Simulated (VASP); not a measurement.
# BaTiO3 (P4mm) in VASP: notebook, part 2 of 2

VASP 6.6.1. Earlier steps stand in the parts before.

### Step 4. Dielectric tensor, PBEsol

INCAR

```
PREC = Accurate ; ENCUT = 400
EDIFF = 1E-8 ; ISMEAR = 0
SIGMA = 0.01 ; LREAL = F
LASPH = T ; NELM = 100
ALGO = Normal ; ISIF = 2
LWAVE = F ; LCHARG = F
GGA = PS ; LEPSILON = T
```

KPOINTS

```
Automatic mesh
0
Gamma
  7 7 7
```

POSCAR

```
BaTiO3
1.0
    3.9998000000      0.0000000000      0.0000000000
    0.0000000000      3.9998000000      0.0000000000
    0.0000000000      0.0000000000      4.0180000000
Ba Ti O
1 1 3
Direct
    0.0000000000      0.0000000000      0.0000000000
    0.5000000000      0.5000000000      0.4900000000
    0.0000000000      0.5000000000      0.5170000000
    0.5000000000      0.0000000000      0.5170000000
    0.5000000000      0.5000000000      0.0190000000
```

Potentials or basis: VASP PAW PBE potentials, release 64 (Ba_sv, Ti_sv, O).

Started as:

```bash
cat potpaw_PBE.64/Ba_sv/POTCAR potpaw_PBE.64/Ti_sv/POTCAR potpaw_PBE.64/O/POTCAR > POTCAR
mpirun -np 1 vasp_std > vasp.out
```

OUTCAR:

```text
PREC = Accurate
   ENCUT = 400
   EDIFF = 1E-8
   ISMEAR = 0
   LREAL = F
   LASPH = T
   NELM = 100
   ISIF = 2
   GGA = PS
   LEPSILON = T

 Found     40 irreducible k-points:

 Following reciprocal coordinates:
            Coordinates               Weight
  0.000000  0.000000  0.000000      1.000000
  0.142857  0.000000  0.000000      4.000000
  0.285714  0.000000  0.000000      4.000000
  0.428571  0.000000  0.000000      4.000000
  0.142857  0.142857  0.000000      4.000000
  0.285714  0.142857  0.000000      8.000000
   k-points           NKPTS =     40   k-points in BZ     NKDIM =     40   number of bands    NBANDS=     24
   number of dos      NEDOS =    301   number of ions     NIONS =      5
   total plane-waves  NPLWV =  21952
   dimension x,y,z NGX =    28 NGY =   28 NGZ =   28
   dimension x,y,z NGXF=    56 NGYF=   56 NGZF=   56
   ions per type =               1   1   3
   NGX,Y,Z   is equivalent  to a cutoff of  11.64, 11.64, 11.59 a.u.
   NGXF,Y,Z  is equivalent  to a cutoff of  23.28, 23.28, 23.17 a.u.
 SYSTEM =  unknown system
   PREC   = accura    normal or accurate (medium, high low for compatibility)
   ISTART =      0    job   : 0-new  1-cont  2-samecut
   ICHARG =      2    charge: 1-file 2-atom 10-const
   ISPIN  =      1    spin polarized calculation?
   LNONCOLLINEAR =      F non collinear calculations
   LSORBIT =      F    spin-orbit coupling
   LASPH  =      T    aspherical Exc in radial PAW
   ENCUT  =  400.0 eV  29.40 Ry    5.42 a.u.   6.52  6.52  6.55*2*pi/ulx,y,z
   NELM   =    100;   NELMIN=  2; NELMDL= -5     # of ELM steps
[... 283 lines left out ...]
     0.00000 -0.48749  0.00000           (  0.00000  0.06944 -0.00000)
     0.00000 -0.00000 -0.24562           (  0.00000 -0.00000 -0.66911)

 PIEZOELECTRIC TENSOR FIELD DIRECTION 3  (C/m^2)
 -----------------------------------------------------------------------------
    -0.12150  0.00000  0.00000
     0.00000 -0.12150  0.00000
     0.00000 -0.00000 -0.06122

 MACROSCOPIC STATIC DIELECTRIC TENSOR (including local field effects in DFT)
 ------------------------------------------------------
           6.636200     0.000000     0.000000
           0.000000     6.636200     0.000000
           0.000000     0.000000     6.210876
 ------------------------------------------------------

 PIEZOELECTRIC TENSOR (including local field effects)  for field in x, y, z        (e  Angst)
          XX          YY          ZZ          XY          YZ          ZX
  --------------------------------------------------------------------------------
  x     0.00000     0.00000     0.00000     0.00000     0.00000    -0.22251
  y     0.00000    -0.00000     0.00000     0.00000    -0.22250     0.00000
  z    -0.48749    -0.48749    -0.24562     0.00000     0.00000     0.00000

 PIEZOELECTRIC TENSOR (including local field effects)  for field in x, y, z        (C/m^2)
          XX          YY          ZZ          XY          YZ          ZX
  --------------------------------------------------------------------------------
  x     0.00000     0.00000     0.00000     0.00000     0.00000    -0.05546
  y     0.00000    -0.00000     0.00000     0.00000    -0.05546     0.00000
  z    -0.12150    -0.12150    -0.06122     0.00000     0.00000     0.00000

 BORN EFFECTIVE CHARGES (including local field effects) (in |e|, cummulative output)
 ---------------------------------------------------------------------------------
 ion    1
    1     2.72683     0.00000     0.00000
    2     0.00000     2.72683    -0.00000
    3     0.00000     0.00000     2.77753
 ion    2
    1     7.20725     0.00000     0.00000
    2     0.00000     7.20725     0.00000
    3     0.00000     0.00000     6.49420
 ion    3
    1    -5.73773     0.00000     0.00000
    2     0.00000    -2.14384    -0.00000
    3     0.00000     0.00000    -2.02239
 ion    4
    1    -2.14384     0.00000     0.00000
    2     0.00000    -5.73773    -0.00000
    3     0.00000     0.00000    -2.02239
 ion    5
    1    -2.05250     0.00000     0.00000
    2     0.00000    -2.05250     0.00000
    3     0.00000     0.00000    -5.22694
```

stdout:

```text
POSCAR found type information on POSCAR BaTiO
 POSCAR found :  3 types and       5 ions
 scaLAPACK will be used
 -----------------------------------------------------------------------------
|                                                                             |
[... 28 lines left out ...]
 dielectric tensor                  component  3 :    -0.873    -0.570     6.605
 Linear response to external field, progress :
  Direction:   1
 dielectric tensor                  component  1 :     6.636    -0.089     0.000
 Linear response to external field, progress :
  Direction:   2
 dielectric tensor                  component  2 :    -0.412     6.636     0.001
 Linear response to external field, progress :
  Direction:   3
 dielectric tensor                  component  3 :    -0.868    -0.577     6.211
 Born effective charges drift removed
```

Run time: 15 min. Hardware: 1 thread of Intel Xeon Platinum 8488C (Sapphire Rapids), shared host; peak memory 0.38 GiB.

These settings aren't checked as converged: the numbers below hold their error.

What came out:

```
Band gap on the k mesh                  : 1.83 eV, indirect (least direct gap 2.02 eV)
Electronic dielectric tensor (diagonal) : 6.64, 6.64, 6.21
Born charges (mean of the diagonal)     : Ba +2.74; Ti +6.97; O -3.30, -3.11 e
```

Caveat: the cutoff is under 1.25 times the usual one of these potentials, so pressure, stress and relaxed cells hold a basis-set (Pulay) error; the PAW data sets were made with another functional, which shifts forces and pressure a little; spin-orbit coupling is left out, which moves the levels of the heavy elements; an odd mesh through Γ misses points on the zone boundary, where band edges often lie.

### Step 5. Equation of state, PBE+D3(BJ), 12.53 Å³/atom (a relaxed cell with its volume scaled by 0.96)

INCAR

```
PREC = Accurate
ENCUT = 520
EDIFF = 1E-6
ISMEAR = 0
SIGMA = 0.02
LREAL = F
LASPH = T
NELM = 100
ALGO = Normal
ISIF = 2
LWAVE = F
LCHARG = F
GGA = PE
IVDW = 12
KPAR = 2
```

KPOINTS

```
Automatic mesh
0
Gamma
  6 6 6
```

POSCAR

```
BaTiO3                                  
1.0
    3.9309292072      0.0000000000      0.0000000000
    0.0000000000      3.9309292072     -0.0000000000
    0.0000000000     -0.0000000000      4.0558389179
  Ba              Ti              O             
     1     1     3
Direct
     1.0000000000000000    0.0000000000000000    0.9969630329880169
     0.5000000000000000    0.5000000000000000    0.4788123961263292
     1.0000000000000000    0.5000000000000000    0.5175483242492953
     0.5000000000000000    0.0000000000000000    0.5175483242492953
     0.5000000000000000    0.5000000000000000    0.0321279223870694
```

Started as:

```bash
cat potpaw_PBE.64/Ba_sv/POTCAR potpaw_PBE.64/Ti_sv/POTCAR potpaw_PBE.64/O/POTCAR > POTCAR
mpirun -np 2 vasp_std > vasp.out
```

Wall time 21 s (2 MPI ranks of Intel Xeon Platinum 8488C (Sapphire Rapids), shared host); peak memory 0.21 GiB.

The run converged. Its results:

| Quantity | Value |
| --- | --- |
| Free energy | -41.2574 eV |
| Pressure | 7.6 GPa |
| Largest force | 0.467 eV/Å |
| Band gap on the k mesh | 1.87 eV, indirect (least direct gap 2.33 eV) |
| Dispersion energy per atom | -0.271 eV |

Caveat: spin-orbit coupling is left out, which moves the levels of the heavy elements.

### Step 6. Equation of state, PBE+D3(BJ), 12.80 Å³/atom (a relaxed cell with its volume scaled by 0.98)

INCAR is that of step 5.

KPOINTS is that of step 5.

Changes to POSCAR since step 5:

```diff
@@ -2,5 +2,5 @@
 1.0
-    3.9309292072      0.0000000000      0.0000000000
-    0.0000000000      3.9309292072     -0.0000000000
-    0.0000000000     -0.0000000000      4.0558389179
+    3.9580399205      0.0000000000      0.0000000000
+    0.0000000000      3.9580399205     -0.0000000000
+    0.0000000000     -0.0000000000      4.0838111047
   Ba              Ti              O
```

Potentials or basis: VASP PAW PBE potentials, release 64 (Ba_sv, Ti_sv, O).

Started as:

```bash
cat potpaw_PBE.64/Ba_sv/POTCAR potpaw_PBE.64/Ti_sv/POTCAR potpaw_PBE.64/O/POTCAR > POTCAR
mpirun -np 2 vasp_std > vasp.out
```

Run time: 23 s. Hardware: 2 MPI ranks of Intel Xeon Platinum 8488C (Sapphire Rapids), shared host; peak memory 0.21 GiB.

Results (log left out):

```
Free energy                : -41.3043 eV
Pressure                   : 3.7 GPa
Largest force              : 0.226 eV/Å
Band gap on the k mesh     : 1.83 eV, indirect (least direct gap 2.29 eV)
Dispersion energy per atom : -0.266 eV
```

Caveat: spin-orbit coupling is left out, which moves the levels of the heavy elements.

### Step 7. Equation of state, PBE+D3(BJ), 13.06 Å³/atom

INCAR is that of step 6.

KPOINTS is that of step 6.

Changes to POSCAR since step 6:

```diff
@@ -2,5 +2,5 @@
 1.0
-    3.9580399205      0.0000000000      0.0000000000
-    0.0000000000      3.9580399205     -0.0000000000
-    0.0000000000     -0.0000000000      4.0838111047
+    3.9847842448      0.0000000000      0.0000000000
+    0.0000000000      3.9847842448     -0.0000000000
+    0.0000000000     -0.0000000000      4.1114052601
   Ba              Ti              O
```

Started as:

```bash
cat potpaw_PBE.64/Ba_sv/POTCAR potpaw_PBE.64/Ti_sv/POTCAR potpaw_PBE.64/O/POTCAR > POTCAR
mpirun -np 2 vasp_std > vasp.out
```

Run time: 24 s. Hardware: 2 MPI ranks of Intel Xeon Platinum 8488C (Sapphire Rapids), shared host; peak memory 0.22 GiB.

The run converged. Its results:

```yaml
Free_energy: -41.3211 eV
Pressure: 0.2 GPa
Largest_force: 0.005 eV/Å
Band_gap_on_the_k_mesh: 1.79 eV, indirect (least direct gap 2.26 eV)
Dispersion_energy_per_atom: -0.260 eV
```

Caveat: spin-orbit coupling is left out, which moves the levels of the heavy elements.

### Step 8. Equation of state, PBE+D3(BJ), 13.32 Å³/atom (a relaxed cell with its volume scaled by 1.02)

INCAR is that of step 7.

KPOINTS is that of step 7.

Changes to POSCAR since step 7:

```diff
@@ -2,5 +2,5 @@
 1.0
-    3.9847842448      0.0000000000      0.0000000000
-    0.0000000000      3.9847842448     -0.0000000000
-    0.0000000000     -0.0000000000      4.1114052601
+    4.0111743135      0.0000000000      0.0000000000
+    0.0000000000      4.0111743135     -0.0000000000
+    0.0000000000     -0.0000000000      4.1386339030
   Ba              Ti              O
```

Started as:

```bash
cat potpaw_PBE.64/Ba_sv/POTCAR potpaw_PBE.64/Ti_sv/POTCAR potpaw_PBE.64/O/POTCAR > POTCAR
mpirun -np 2 vasp_std > vasp.out
```

Run time: 22 s. Hardware: 2 MPI ranks of Intel Xeon Platinum 8488C (Sapphire Rapids), shared host; peak memory 0.22 GiB.

It converged, with:

```yaml
Free_energy: -41.3109 eV
Pressure: -3.0 GPa
Largest_force: 0.210 eV/Å
Band_gap_on_the_k_mesh: 1.75 eV, indirect (least direct gap 2.23 eV)
Dispersion_energy_per_atom: -0.255 eV
```

Caveat: spin-orbit coupling is left out, which moves the levels of the heavy elements.

### Step 9. Equation of state, PBE+D3(BJ), 13.58 Å³/atom (a relaxed cell with its volume scaled by 1.04)

INCAR is that of step 8.

KPOINTS is that of step 8.

Changes to POSCAR since step 8:

```diff
@@ -2,5 +2,5 @@
 1.0
-    4.0111743135      0.0000000000      0.0000000000
-    0.0000000000      4.0111743135     -0.0000000000
-    0.0000000000     -0.0000000000      4.1386339030
+    4.0372216298      0.0000000000      0.0000000000
+    0.0000000000      4.0372216298     -0.0000000000
+    0.0000000000     -0.0000000000      4.1655089021
   Ba              Ti              O
```

Potentials or basis: VASP PAW PBE potentials, release 64 (Ba_sv, Ti_sv, O).

Started as:

```bash
cat potpaw_PBE.64/Ba_sv/POTCAR potpaw_PBE.64/Ti_sv/POTCAR potpaw_PBE.64/O/POTCAR > POTCAR
mpirun -np 2 vasp_std > vasp.out
```

Run time: 24 s. Hardware: 2 MPI ranks of Intel Xeon Platinum 8488C (Sapphire Rapids), shared host; peak memory 0.22 GiB.

It converged, with:

```yaml
Free_energy: -41.2767 eV
Pressure: -5.8 GPa
Largest_force: 0.407 eV/Å
Band_gap_on_the_k_mesh: 1.71 eV, indirect (least direct gap 2.19 eV)
Dispersion_energy_per_atom: -0.250 eV
```

Caveat: spin-orbit coupling is left out, which moves the levels of the heavy elements.

### Step 10. Equation of state, PBE+D3(BJ)

This run uses another cell than the first one, of 13.06 Å³/atom, 1.016 times its volume.

Potentials or basis: VASP PAW PBE potentials, release 64 (Ba_sv, Ti_sv, O).

This step only gathers the single runs of the series.

Results:

```yaml
Equilibrium_volume: 13.08 Å³/atom
Bulk_modulus_at_fixed_shape_and_positions: 163 GPa
Pressure_derivative_of_the_bulk_modulus: "4.6 (rough: it moves with the points fitted)"
```

Energy against volume, from the lowest point:
```csv
volume (Å³/atom),energy (meV/atom)
12.534,12.72
12.795,3.35
13.057,0.00
13.318,2.03
13.579,8.88
```

Caveat: the cell was scaled at fixed shape and fractional positions, which overstates the stiffness of a crystal with free parameters, most of all of layers and chains.

### Step 11. The reference run

An earlier run on the cell as given: functional PBEsol; potentials or basis VASP PAW PBE potentials, release 64 (Ba_sv, Ti_sv, O); cutoff 520 eV; k mesh 7 × 7 × 7; occupations fermi-dirac, width 0.05 eV; no spin polarisation.

* Pressure: -2.0 GPa
* Largest force: 0.323 eV/Å
* Band gap on the k mesh: 1.82 eV, indirect (least direct gap 2.02 eV)
